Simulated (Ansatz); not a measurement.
# HfO2 (P2_1/c): the equilibrium volume, part 2 of 2

At what volume is HfO2 (P2_1/c) free of pressure?

Ansatz 0.2.0; DFT PBE, scalar-relativistic, plane waves, PAW. The steps go on from the part before.

## 4. Full relaxation

input.yaml

```yaml
crystal:
  lattice:
    - [5.1572529787, 0.0, -0.0019459328]
    - [0.0, 5.2164697002, 0.0]
    - [-0.8890055189, 0.0, 5.2686610181]
  atoms:
    - { symbol: Hf, position: [0.2758459631, 0.4574447846, 0.7081817909] }
    - { symbol: Hf, position: [0.7241540369, 0.9574447846, 0.7918182091] }
    - { symbol: Hf, position: [0.7241540369, 0.5425552154, 0.2918182091] }
    - { symbol: Hf, position: [0.2758459631, 0.0425552154, 0.2081817909] }
    - { symbol: O, position: [0.4487005548, 0.7424275774, 0.9775729169] }
    - { symbol: O, position: [0.5512994452, 0.2424275774, 0.5224270831] }
    - { symbol: O, position: [0.5512994452, 0.2575724226, 0.0224270831] }
    - { symbol: O, position: [0.4487005548, 0.7575724226, 0.4775729169] }
    - { symbol: O, position: [0.068058381, 0.3305784127, 0.3466123526] }
    - { symbol: O, position: [0.931941619, 0.8305784127, 0.1533876474] }
    - { symbol: O, position: [0.931941619, 0.6694215873, 0.6533876474] }
    - { symbol: O, position: [0.068058381, 0.1694215873, 0.8466123526] }
basis:
  ecutwfc: 420
kpoints:
  mp_grid: { grid: [4, 4, 4] }
hamiltonian:
  xc: pbe
scf:
  occupations: { method: gaussian, width: 0.02 }
output:
  forces: true
  stress: true
  eigenvalues: true
relax:
  adjacent_minimum: "off"
  f_tol: 0.005
  max_steps: 80
  cell: { stress_tol: 0.05 }
```

Started as:

```bash
$ ansatz run input.yaml --threads 8 --pin off --max-ram 16384MiB --backend cpu --events-out ev --progress --plain --runs-dir out
```

Standard output:

```text
Warning: RAYON_NUM_THREADS=8 ignored (pool sized by the plan → 8); use --threads N
Engine: ansatz 0.2.0, x86_64-unknown-linux-gnu
Pseudopotentials: kind: paw
Pseudopotential: Hf, paw, valence charge 26, recommended cutoff 420 eV (normal), Hf.paw.azcp
Pseudopotential: O, paw, valence charge 6, recommended cutoff 420 eV (normal), O.paw.azcp
Functional definition: PBE
  parameter kappa = 0.804
  parameter beta = 0.06672455060314922
  exchange = pbe_x(kappa = kappa, mu = beta*pi^2/3)
  correlation = pbe_c(beta = beta)
Crystal: 12 atoms, lattice volume = 141.732 Å³
Basis set: ecut = 420 eV, 2773 PW (Γ), exchange–correlation on 72×72×72 points (8 copies of the dense FFT grid, shifted against one another)
Bands: 92, of which v1, the nominal top of the filled ones, is band 76 counted from 1 (75 counted from 0)
Symmetry: 4 space group operations
Space group: P21/c (ITA 14), of the structure as read, at distance tolerance 5.2e-5 Å
k-points: 30 of 64
Non-local potential: Hf, projectors of the file, l = 0: 3, l = 1: 2, l = 2: 2, l = 3: 3
Non-local potential: O, projectors of the file, l = 0: 2, l = 1: 2, l = 2: 1
PAW form: soft (Blöchl's): semilocal exchange-correlation on the pseudo side does not see the compensation charge
PAW one-centre angular grid: Hf, 590 points (default); XC on 64 Gauss nodes
PAW one-centre angular grid: O, 110 points (default); XC on 64 Gauss nodes
Initial density: superposition of atomic densities (neutral atoms: chi_scale 0, normalization atom), corrected by the library's trained network
Initial wavefunctions: pseudopotential atomic-orbital guess
Functional: x = pbe(κ = 0.804, μ = 0.2195149727645171), c = pbe(β = 0.06672455060314922)
SCF iter   1: F=—  HF=-67446.717210 eV  |F-HF|=—  |Δ(HF+E_count)|=         —  Δρ=2.84e-3  dr2=4.62e-3  ethr=1.77e-3  ⟨swp⟩=5.9  Hψ=8503  notcnv=0  defer=131
preconditioner: auto → Resta (q_TF=auto, 2.760 Å⁻¹)  ε∞=5.3  [insulator: Δε(μ)=4.039 eV  Ē_g=18.101 eV  σ=0.020 eV  W_gap=1.00  n_scr=52 (ndim 8)  ℏωp=37.4 eV  f_vac=0.080  D(μ)=0.00/eV (n_scr^D=0)  ε∞_Penn≈5.3]
SCF iter   2: F=—  HF=-67446.718658 eV  |F-HF|=—  |Δ(HF+E_count)|=   1.45e-3  Δρ=1.46e-3  dr2=1.03e-3  ethr=3.04e-6  ⟨swp⟩=2.0  Hψ=5423  notcnv=0  defer=303
SCF iter   3: F=—  HF=-67446.719447 eV  |F-HF|=—  |Δ(HF+E_count)|=   7.89e-4  Δρ=5.34e-4  dr2=2.49e-4  ethr=6.77e-7  ⟨swp⟩=2.0  Hψ=4199  notcnv=0  defer=303
SCF iter   4: F=—  HF=-67446.719578 eV  |F-HF|=—  |Δ(HF+E_count)|=   1.31e-4  Δρ=1.06e-4  dr2=1.47e-5  ethr=1.64e-7  ⟨swp⟩=2.0  Hψ=4242  notcnv=0  defer=303
SCF iter   5: F=—  HF=-67446.719527 eV  |F-HF|=—  |Δ(HF+E_count)|=   5.02e-5  Δρ=4.94e-5  dr2=3.63e-6  ethr=9.65e-9  ⟨swp⟩=2.0  Hψ=4252  notcnv=0  defer=303
SCF iter   6: F=—  HF=-67446.719528 eV  |F-HF|=—  |Δ(HF+E_count)|=   9.43e-7  Δρ=2.17e-5  dr2=5.53e-7  ethr=2.39e-9  ⟨swp⟩=2.0  Hψ=4242  notcnv=0  defer=303
SCF iter   7: F=-67446.719528 eV  HF=-67446.719528 eV  |F-HF|=8.43e-8  |Δ(HF+E_count)|=   1.08e-7  Δρ=6.51e-6  dr2=6.73e-8  ethr=6.58e-11  ⟨swp⟩=10.0  Hψ=12016  notcnv=0
SCF 1 converged in 7 iterations: F = -67446.719528 eV  dr2 = 6.73e-8
relax step   1: F+E_penalty+E_count = -67446.71952845 eV  Δ(F+E_penalty+E_count) = +0.000e0 eV  max|allowed force component| = 1.526e-2 eV/Å  Δτ_max = 0.0000 Å  P = +0.121 GPa  Ω = 141.732 Å³  (7 SCF iters, dr2 threshold 1.00e-7 eV, accepted)
Crystal: 12 atoms, lattice volume = 141.882 Å³
Initial density: handed on by an earlier stage of this run
Initial wavefunctions: those handed on with the density
iter 1 solved again at ethr=4.69e-8 eV; its pass at ethr=3.10e-3 eV (dr2=7.12e-5 eV) is discarded
SCF iter   1: F=—  HF=-67446.718810 eV  |F-HF|=—  |Δ(HF+E_count)|=         —  Δρ=3.45e-4  dr2=6.69e-5  ethr=4.69e-8  ⟨swp⟩=4.1  Hψ=12568  notcnv=0
preconditioner: auto → Resta (q_TF=auto, 2.760 Å⁻¹)  ε∞=5.3  [insulator: Δε(μ)=4.031 eV  Ē_g=18.097 eV  σ=0.020 eV  W_gap=1.00  n_scr=52 (ndim 8)  ℏωp=37.4 eV  f_vac=0.084  D(μ)=0.00/eV (n_scr^D=0)  ε∞_Penn≈5.3]
SCF iter   2: F=—  HF=-67446.718761 eV  |F-HF|=—  |Δ(HF+E_count)|=   4.83e-5  Δρ=1.90e-4  dr2=2.24e-5  ethr=4.40e-8  ⟨swp⟩=1.0  Hψ=2760  notcnv=0
SCF iter   3: F=—  HF=-67446.718768 eV  |F-HF|=—  |Δ(HF+E_count)|=   7.04e-6  Δρ=3.35e-5  dr2=1.75e-6  ethr=1.47e-8  ⟨swp⟩=2.0  Hψ=4339  notcnv=0
SCF iter   4: F=—  HF=-67446.718768 eV  |F-HF|=—  |Δ(HF+E_count)|=   2.79e-7  Δρ=1.75e-5  dr2=4.66e-7  ethr=1.15e-9  ⟨swp⟩=2.0  Hψ=5033  notcnv=0
SCF iter   5: F=-67446.718768 eV  HF=-67446.718768 eV  |F-HF|=1.18e-8  |Δ(HF+E_count)|=   2.29e-7  Δρ=9.31e-6  dr2=1.04e-7  ethr=1.18e-10  ⟨swp⟩=8.3  Hψ=12358  notcnv=0
SCF 2 converged in 5 iterations: F = -67446.718768 eV  dr2 = 1.04e-7
relax step   2: F+E_penalty+E_count = -67446.71876826 eV  Δ(F+E_penalty+E_count) = +7.602e-4 eV  max|allowed force component| = 1.663e-2 eV/Å  Δτ_max = 0.0027 Å  P = -0.044 GPa  Ω = 141.882 Å³  energy of the carried Pulay correction = -7.209e-4 eV  (5 SCF iters, dr2 threshold 1.80e-7 eV, rejected (line search))
Crystal: 12 atoms, lattice volume = 141.844 Å³
iter 1 solved again at ethr=1.03e-8 eV; its pass at ethr=3.10e-3 eV (dr2=1.57e-5 eV) is discarded
SCF iter   1: F=—  HF=-67446.719277 eV  |F-HF|=—  |Δ(HF+E_count)|=         —  Δρ=1.79e-4  dr2=1.60e-5  ethr=1.03e-8  ⟨swp⟩=3.2  Hψ=12018  notcnv=0
preconditioner: auto → Resta (q_TF=auto, 2.760 Å⁻¹)  ε∞=5.3  [insulator: Δε(μ)=4.030 eV  Ē_g=18.098 eV  σ=0.020 eV  W_gap=1.00  n_scr=52 (ndim 8)  ℏωp=37.4 eV  f_vac=0.083  D(μ)=0.00/eV (n_scr^D=0)  ε∞_Penn≈5.3]
SCF iter   2: F=—  HF=-67446.719225 eV  |F-HF|=—  |Δ(HF+E_count)|=   5.19e-5  Δρ=9.70e-5  dr2=4.99e-6  ethr=1.03e-8  ⟨swp⟩=1.0  Hψ=2761  notcnv=0
SCF iter   3: F=—  HF=-67446.719230 eV  |F-HF|=—  |Δ(HF+E_count)|=   4.89e-6  Δρ=1.26e-5  dr2=2.33e-7  ethr=3.28e-9  ⟨swp⟩=2.0  Hψ=4556  notcnv=0
SCF iter   4: F=—  HF=-67446.719230 eV  |F-HF|=—  |Δ(HF+E_count)|=   1.61e-7  Δρ=8.84e-6  dr2=1.01e-7  ethr=1.53e-10  ⟨swp⟩=2.0  Hψ=5040  notcnv=0
SCF iter   5: F=—  HF=-67446.719230 eV  |F-HF|=—  |Δ(HF+E_count)|=   4.30e-8  Δρ=2.42e-6  dr2=7.74e-9  ethr=6.62e-11  ⟨swp⟩=2.0  Hψ=5038  notcnv=0
SCF iter   6: F=—  HF=-67446.719230 eV  |F-HF|=—  |Δ(HF+E_count)|=   6.10e-9  Δρ=1.01e-6  dr2=1.52e-9  ethr=5.09e-12  ⟨swp⟩=2.0  Hψ=4876  notcnv=0
SCF iter   7: F=—  HF=-67446.719230 eV  |F-HF|=—  |Δ(HF+E_count)|=  3.64e-10  Δρ=5.10e-7  dr2=3.48e-10  ethr=1.00e-12  ⟨swp⟩=2.0  Hψ=4554  notcnv=0
SCF iter   8: F=-67446.719230 eV  HF=-67446.719230 eV  |F-HF|=1.46e-11  |Δ(HF+E_count)|=  1.31e-10  Δρ=1.35e-7  dr2=4.06e-11  ethr=1.00e-12  ⟨swp⟩=6.7  Hψ=11122  notcnv=0
SCF 3 converged in 8 iterations: F = -67446.719230 eV  dr2 = 4.06e-11
relax step   3: F+E_penalty+E_count = -67446.71923044 eV  Δ(F+E_penalty+E_count) = +2.980e-4 eV  max|allowed force component| = 1.139e-2 eV/Å  Δτ_max = 0.0016 Å  P = -0.014 GPa  Ω = 141.844 Å³  energy of the carried Pulay correction = -5.407e-4 eV  (8 SCF iters, accepted)
[... 11 lines left out ...]
relax step   4: F+E_penalty+E_count = -67446.71936314 eV  Δ(F+E_penalty+E_count) = -1.327e-4 eV  max|allowed force component| = 1.350e-2 eV/Å  Δτ_max = 0.0099 Å  P = +0.055 GPa  Ω = 141.859 Å³  energy of the carried Pulay correction = -6.087e-4 eV  (7 SCF iters, dr2 threshold 8.11e-9 eV, accepted)
[... 10 lines left out ...]
relax step   5: F+E_penalty+E_count = -67446.71910567 eV  Δ(F+E_penalty+E_count) = +2.575e-4 eV  max|allowed force component| = 8.053e-3 eV/Å  Δτ_max = 0.0042 Å  P = -0.021 GPa  Ω = 141.929 Å³  energy of the carried Pulay correction = -9.475e-4 eV  (6 SCF iters, dr2 threshold 2.15e-8 eV, accepted)
[... 10 lines left out ...]
relax step   6: F+E_penalty+E_count = -67446.71916374 eV  Δ(F+E_penalty+E_count) = -5.808e-5 eV  max|allowed force component| = 3.024e-3 eV/Å  Δτ_max = 0.0009 Å  P = +0.012 GPa  Ω = 141.920 Å³  energy of the carried Pulay correction = -9.029e-4 eV  (6 SCF iters, dr2 threshold 4.05e-9 eV, accepted)
Initial wavefunctions: pseudopotential atomic-orbital guess (no wavefunctions were taken with the density)
iter 1 solved again at ethr=6.41e-8 eV; its pass at ethr=3.10e-3 eV (dr2=9.74e-5 eV) is discarded
SCF iter   1: F=—  HF=-67446.719948 eV  |F-HF|=—  |Δ(HF+E_count)|=         —  Δρ=2.77e-5  dr2=6.72e-8  ethr=6.41e-8  ⟨swp⟩=4.0  Hψ=17253  notcnv=0
SCF iter   2: F=—  HF=-67446.719913 eV  |F-HF|=—  |Δ(HF+E_count)|=   3.48e-5  Δρ=1.39e-5  dr2=1.92e-8  ethr=4.42e-11  ⟨swp⟩=3.0  Hψ=6243  notcnv=0
SCF iter   3: F=—  HF=-67446.719915 eV  |F-HF|=—  |Δ(HF+E_count)|=   1.88e-6  Δρ=5.38e-6  dr2=2.67e-9  ethr=1.27e-11  ⟨swp⟩=2.0  Hψ=4297  notcnv=0
SCF iter   4: F=-67446.719915 eV  HF=-67446.719915 eV  |F-HF|=7.28e-11  |Δ(HF+E_count)|=   3.09e-7  Δρ=3.38e-7  dr2=9.37e-11  ethr=1.00e-12  ⟨swp⟩=3.9  Hψ=12372  notcnv=0
SCF 7 converged in 4 iterations: F = -67446.719915 eV  dr2 = 9.37e-11
relax step   7: F+E_penalty+E_count = -67446.71991505 eV  Δ(F+E_penalty+E_count) = -7.513e-4 eV  max|allowed force component| = 3.067e-3 eV/Å  Δτ_max = 0.0000 Å  P = +0.023 GPa  Ω = 141.920 Å³  stress off target by 3.91e-2 GPa  SCF on the basis re-selected at this cell (its energy is not comparable with the rows above)  (4 SCF iters)
basis re-selected at this cell: Δ(F+E_penalty+E_count) = -7.513e-4 eV, ΔP = +0.011 GPa vs the last step (what re-selecting the basis moved, of the pressure what is left beyond the Pulay correction that the steps carried, after the strain that the cell walked since its last selection, with what the two solves' SCF thresholds leave and, on support functions, any second-order correction that the steps lacked; it is no measure of the basis error at this ecutwfc). This SCF's stress stands 3.91e-2 GPa from its target on what of the cell is left free (relax.cell.stress_tol is 5.00e-2 GPa) and its largest allowed force component is 3.07e-3 eV/Å (relax.f_tol is 5.00e-3 eV/Å): within both
SCF converged after 4 iterations
Free energy (F): -67446.719915 eV
Harris-Foulkes:  -67446.719915 eV  (|F-HF|=7.28e-11)
Internal energy: -67446.719915 eV  (E = F + TS)
E sigma→0 (E₀):  -67446.719915 eV
Fermi energy:    15.713564 eV
--- Per-component energies (eV) ---
  E_band       = -65.869826
  E_kinetic    = 3083.600747
  E_local      = -24891.794276  (includes V_loc(G=0)·N_el)
  E_nonlocal   = -4588.408714
  E_hartree    = 11366.263549
  E_xc         = -1789.863925
  E_vxc        = -1817.433340  (∫ρ·V_xc dr)
  E_paw        = -28972.829265  (= ΣΔE_a)
  E_vpaw       = 5415.619509  (= ΣTr[D̂ρ^β])
  E_aug_tail   = 0.019861  (compensation charges beyond the density's cutoff)
  E_ewald      = -21653.707893
  E_smearing   = -0.000000  (= −TS)
  E_closure    = -0.000000  (closes the sum)
  Σ components = -67446.719915   (vs F -67446.719915, Δ=0.00e0)
--- Forces (eV/Å), atoms counted from 1 ---
  atom   1  Hf     0.00306697     0.00250206     0.00052796
  atom   2  Hf    -0.00306697     0.00250206    -0.00052796
  atom   3  Hf    -0.00306697    -0.00250206    -0.00052796
  atom   4  Hf     0.00306697    -0.00250206     0.00052796
  atom   5  O     -0.00096680    -0.00014213    -0.00031557
  atom   6  O      0.00096680    -0.00014213     0.00031557
  atom   7  O      0.00096680     0.00014213     0.00031557
  atom   8  O     -0.00096680     0.00014213    -0.00031557
  atom   9  O     -0.00045358     0.00058147     0.00056942
  atom  10  O      0.00045358     0.00058147    -0.00056942
  atom  11  O      0.00045358    -0.00058147    -0.00056942
  atom  12  O     -0.00045358    -0.00058147     0.00056942
  max |Σ_I F_I| component: 2.17e-19 eV/Å
--- Stress (GPa, compression-positive) ---
        0.032395       0.000000       0.007728
        0.000000       0.006422       0.000000
        0.007728       0.000000       0.030125
  P = ⅓ Tr σ = 0.0230 GPa (0.230 kbar)
--- Band table (eV; the first three rows and the last of 30) ---
  k-point 0: bands = ["-46.7710", "-46.7533", "-46.7508", "-46.7501", "-15.8114", "-15.7859", "-15.7591", "-15.5944", "-15.5272", "-15.4946", "-15.4708", "-15.4365", "-15.4087", "-15.4086", "-15.3578", "-15.3069", "-4.2915", "-2.9983", "-2.8827", "-2.8298", "-2.4080", "-2.3972", "-2.2961", "-2.2054", "3.3372", "3.3460", "3.3489", "3.3494", "3.3562", "3.3570", "3.3627", "3.3660", "3.3671", "3.3683", "3.3707", "3.3725", "3.3746", "3.3749", "3.3765", "3.3807", "3.3868", "3.3872", "3.3886", "3.3912", "3.3951", "3.4005", "3.4041", "3.4121", "3.4200", "3.4321", "3.4441", "3.4786", "8.3167", "8.4215", "8.9324", "9.1454", "9.2402", "9.5718", "10.3313", "10.6395", "10.8098", "10.9814", "11.0039", "11.1329", "11.6664", "11.8261", "11.8454", "11.9023", "12.0803", "12.5731", "12.5783", "12.6936", "13.1386", "13.1939", "13.4859", "13.6932", "18.2230", "18.6857", "18.7940", "19.1450", "19.3202", "19.4470", "19.6382", "19.8507", "20.0886", "20.2442", "20.6998", "20.8973", "21.1238", "21.5283", "21.8373", "22.3206"]
  k-point 1: bands = ["-46.7683", "-46.7555", "-46.7508", "-46.7506", "-15.7753", "-15.7359", "-15.7307", "-15.6262", "-15.5708", "-15.4726", "-15.4725", "-15.4603", "-15.4122", "-15.3957", "-15.3661", "-15.3566", "-4.0691", "-2.9994", "-2.9403", "-2.8222", "-2.5129", "-2.3919", "-2.3727", "-2.2408", "3.3363", "3.3426", "3.3488", "3.3513", "3.3532", "3.3571", "3.3644", "3.3652", "3.3668", "3.3690", "3.3704", "3.3729", "3.3734", "3.3754", "3.3772", "3.3834", "3.3837", "3.3875", "3.3886", "3.3916", "3.3973", "3.3984", "3.4113", "3.4122", "3.4205", "3.4300", "3.4396", "3.4654", "8.5065", "8.7250", "9.2232", "9.2761", "9.5123", "9.7425", "10.0877", "10.4077", "10.4462", "10.9171", "11.1392", "11.2034", "11.4577", "11.6936", "11.7063", "11.9563", "12.1970", "12.3024", "12.4066", "12.8251", "12.8858", "13.0908", "13.3045", "13.4662", "18.2811", "18.5473", "18.7099", "19.1632", "19.5040", "19.5830", "20.0583", "20.1066", "20.2772", "20.3862", "20.5193", "20.9444", "21.3885", "21.6907", "21.7154", "22.3565"]
  k-point 2: bands = ["-46.7618", "-46.7618", "-46.7508", "-46.7508", "-15.6915", "-15.6915", "-15.6771", "-15.6771", "-15.5823", "-15.5823", "-15.4405", "-15.4405", "-15.4202", "-15.4202", "-15.3822", "-15.3822", "-3.5224", "-3.5224", "-2.8343", "-2.8343", "-2.4847", "-2.4847", "-2.3532", "-2.3532", "3.3367", "3.3367", "3.3518", "3.3518", "3.3566", "3.3566", "3.3637", "3.3637", "3.3655", "3.3655", "3.3702", "3.3702", "3.3768", "3.3768", "3.3803", "3.3803", "3.3831", "3.3831", "3.3887", "3.3887", "3.4022", "3.4022", "3.4207", "3.4207", "3.4257", "3.4257", "3.4373", "3.4373", "9.0128", "9.0128", "9.4912", "9.4912", "9.6385", "9.6385", "10.2042", "10.2042", "10.5551", "10.5551", "10.9235", "10.9235", "11.3684", "11.3684", "11.8264", "11.8264", "12.1609", "12.1609", "12.6725", "12.6725", "12.8557", "12.8557", "13.1959", "13.1959", "18.4023", "18.4023", "18.8456", "18.8456", "19.7024", "19.7024", "20.2597", "20.2597", "20.3872", "20.3872", "21.1600", "21.1600", "21.4203", "21.4203", "22.2804", "22.2804"]
  k-point 29: bands = ["-46.7590", "-46.7590", "-46.7536", "-46.7536", "-15.7897", "-15.7897", "-15.7642", "-15.7642", "-15.4718", "-15.4718", "-15.4091", "-15.4091", "-15.4050", "-15.4050", "-15.3487", "-15.3487", "-3.4409", "-3.4409", "-3.1369", "-3.1369", "-2.3223", "-2.3223", "-2.2901", "-2.2901", "3.3455", "3.3455", "3.3499", "3.3499", "3.3585", "3.3585", "3.3585", "3.3585", "3.3736", "3.3736", "3.3740", "3.3740", "3.3762", "3.3762", "3.3824", "3.3824", "3.3844", "3.3844", "3.3845", "3.3845", "3.3943", "3.3943", "3.4081", "3.4081", "3.4239", "3.4239", "3.4388", "3.4388", "9.2963", "9.2963", "9.5135", "9.5135", "9.8409", "9.8409", "10.1602", "10.1602", "10.9147", "10.9147", "10.9799", "10.9799", "11.3869", "11.3869", "11.4320", "11.4320", "12.1184", "12.1184", "12.5072", "12.5072", "12.6619", "12.6619", "12.9586", "12.9586", "18.1778", "18.1778", "18.8689", "18.8689", "19.3208", "19.3208", "19.6951", "19.6951", "20.4878", "20.4878", "20.5949", "20.5949", "21.7986", "21.7986", "22.5752", "22.5752"]
--- Relaxed structure (6 steps of the walk, 5 accepted, 1 SCFs on fresh bases) ---
  F+E_penalty+E_count = -67446.71991505 eV   max|allowed force component| = 3.067e-3 eV/Å   (the final SCF, on the basis selected at the relaxed cell)
  cell:  # Å, volume = 141.9198 Å³
    - [5.160917676489635, 3.785509460483568e-19, -0.005357238874903738]
    - [3.8276283916931914e-19, 5.212120859156692, -3.5702548497975044e-19]
    - [-0.8931191315316807, -4.258290873514036e-19, 5.2768888971851595]
  atoms:
    - { symbol: Hf, position: [0.2757348378420424, 0.45706127583058115, 0.7083732227103867] }
    - { symbol: Hf, position: [0.7242651621579577, 0.9570612758305812, 0.7916267772896137] }
    - { symbol: Hf, position: [0.7242651621579577, 0.5429387241694188, 0.2916267772896136] }
    - { symbol: Hf, position: [0.27573483784204245, 0.04293872416941862, 0.20837322271038652] }
    - { symbol: O, position: [0.4491836732874248, 0.7427864465856931, 0.9766481178173787] }
    - { symbol: O, position: [0.5508163267125751, 0.24278644658569312, 0.5233518821826213] }
    - { symbol: O, position: [0.5508163267125751, 0.25721355341430685, 0.0233518821826213] }
    - { symbol: O, position: [0.4491836732874249, 0.7572135534143069, 0.47664811781737876] }
    - { symbol: O, position: [0.06711977436790885, 0.32864777906247417, 0.348418522601164] }
    - { symbol: O, position: [0.9328802256320914, 0.8286477790624741, 0.1515814773988361] }
    - { symbol: O, position: [0.9328802256320913, 0.6713522209375259, 0.6515814773988361] }
    - { symbol: O, position: [0.06711977436790881, 0.17135222093752586, 0.8484185226011639] }
```

It took 13 s on 8 threads of Intel Xeon 6975P-C (Granite Rapids), shared host; peak memory 1.1 GiB.

Relaxation path:

```csv
step,energy from step 1 (meV/atom),largest force component (eV/Å),pressure (GPa),volume (Å³/atom)
1,0.0,0.015,0.12,11.811
2,0.1,0.017,-0.04,11.823
3,0.0,0.011,-0.01,11.820
4,0.0,0.014,0.05,11.822
5,0.0,0.008,-0.02,11.827
6,0.0,0.003,0.01,11.827
7,0.0,0.003,0.02,11.827
```

Step 1 is the start. Step 2 was tried and not accepted. Step 7 repeats the geometry before it on a plane-wave basis chosen anew for the final cell, which shifts the energy by -0.1 meV/atom. The run keeps the 4 symmetry operations that it found, so it can't reach a distortion that breaks them.

Read off: volume 11.827 Å³/atom, pressure 0.02 GPa, mesh gap 4.04 eV.

## 5. The way to zero pressure

```csv
step,level,mesh,relaxed,volume (Å³/atom),pressure (GPa)
2,PBE,4×4×4,nothing,11.376,9.36
3,PBE,4×4×4,all,11.811,0.12
4,PBE,4×4×4,all,11.827,0.02
```

The cell before and after:

| cell as typed | before | after | change |
| --- | --- | --- | --- |
| a (Å) | 5.094 | 5.161 | +1.3 % |
| b (Å) | 5.151 | 5.212 | +1.2 % |
| c (Å) | 5.276 | 5.352 | +1.4 % |
| β (°) | 99.56 | 99.67 | +0.11° |
| volume (Å³/atom) | 11.376 | 11.827 | +4.0 % |
| shortest distance (Å) | 2.030 | 2.052 | +1.0 % |
| space group | P2_1/c | P2_1/c | same |

## 6. Results

This closing draws on all 2 parts. Changes of volume or cell count from the first structure of part 1.

| quantity | value |
| --- | --- |
| volume | 11.827 Å³/atom |
| pressure | 0.02 GPa |
| conventional cell | a = 5.161 Å, b = 5.212 Å, c = 5.352 Å, α = 90.00°, β = 99.67°, γ = 90.00° |
| gap on the mesh | 4.04 eV |

From the first run shown, the volume went from 11.38 to 11.83 Å³/atom (+4.0 %) in 3 runs, where the pressure is zero within 0.02 GPa. Spin–orbit coupling is left out, though the cell holds Hf; in elements this heavy it can shift levels and gaps by tenths of an eV.

These are semilocal Kohn-Sham gaps, which aren't the measured quantity. Such gaps usually fall short of the measured ones.
